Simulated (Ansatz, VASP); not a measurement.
## Two plane-wave programs on Mg

```
CELL_PARAMETERS angstrom
3.23053 0.00000 0.00000
-1.61526 2.79772 0.00000
0.00000 0.00000 5.24484
ATOMIC_POSITIONS crystal
Mg 0.33333 0.66667 0.25000
Mg 0.66667 0.33333 0.75000
```

Change from the starting cell: volume scaled by 1.02, PAW files.

Alike in both runs: task electric field gradients; functional PBE; k mesh 12 × 12 × 7; occupations fermi-dirac, width 0.08 eV; no spin polarisation.

```csv
,VASP,Ansatz
version,VASP 6.6.1,Ansatz 0.2.0
potentials or method,"VASP PAW PBE potentials, release 64 (Mg)","PAW with Ansatz's default frozen-core files, scalar-relativistic"
plane-wave cutoff (eV),520,420
valence electrons in the cell,4,20
```

|  | VASP | Ansatz | Ansatz less VASP |
| --- | --- | --- | --- |
| pressure (GPa) | -1.2 | -1.1 | +0.13 |
| largest component of the traceless stress (GPa) | 0.51 | 0.50 | -0.001 |
| Vzz of the field gradient on the site that differs most (V/Å²) | 1.0 | 1.1 | +0.09 |

The two sets of potentials don't hold the same shells in valence.
